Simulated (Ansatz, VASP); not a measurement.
Two plane-wave programs on Cu

```xyz
1
Lattice="0.0000 1.7899 1.7899 1.7899 0.0000 1.7899 1.7899 1.7899 0.0000" Properties=species:S:1:pos:R:3 pbc="T T T"
Cu    0.0000    0.0000    0.0000
```

Alike in both runs: functional r2SCAN; k mesh 16 × 16 × 16; occupations gaussian, width 0.1 eV; no spin polarisation.

Ansatz relaxed the structure, and its values are those at the end. VASP's run is a single point on that final structure, the one shown.

|  | VASP | Ansatz |
| --- | --- | --- |
| version | VASP 6.6.1 | Ansatz 0.2.0 |
| potentials or method | VASP PAW PBE potentials, release 64 (Cu) | scalar-relativistic, plane waves, PAW |
| plane-wave cutoff (eV) | 520 | 500 |
| valence electrons in the cell | 11 | 19 |

VASP gave:

```
gap on the k mesh at the Fermi level (eV) : none
pressure (GPa)                            : 0.2
```

Task: What did Ansatz give for the same quantities?

Result: gap on the k mesh at the Fermi level (eV): none; pressure (GPa): 0.0.

A gap of «none» marks a metal or a gap that the smearing closes. The two sets of potentials don't hold the same shells in valence.

Caveats: the PAW data sets were made with another functional, which shifts forces and pressure a little (VASP).
